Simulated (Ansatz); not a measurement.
## SiO2: how the free axis answers a strain

SiO2, P6_322, a = 5.036 Å, c = 8.565 Å. This isn't the usual stable structure of the compound. Ansatz: r2SCAN, PAW, 500 eV, Γ-centred 6×6×4 mesh on 12 atoms, Gaussian smearing 0.02 eV; no spin polarisation. Series: biaxial strain in the a-b plane, c and atoms relaxed; x is the strain in per cent. y is the change of c in per cent of 8.565 Å.

```
x (%) y (%)
 -3.0   0.68
 -1.5      ?
  0.0   0.00
  1.5  -0.30
  3.0  -0.59
```

Fit y = c1 x + c2 x² to the other rows, say what c1 measures, and predict the missing y.

Least squares on the rows shown. y = −0.2112 x + 0.005075 x². With no stress along c, c1 = −2C13/C33 = -0.211. At x = -1.5 the fit asked for gives 0.33 %. The run gave 0.32 %, so the fit is 0.01 % too high, a small miss on the scale of the series.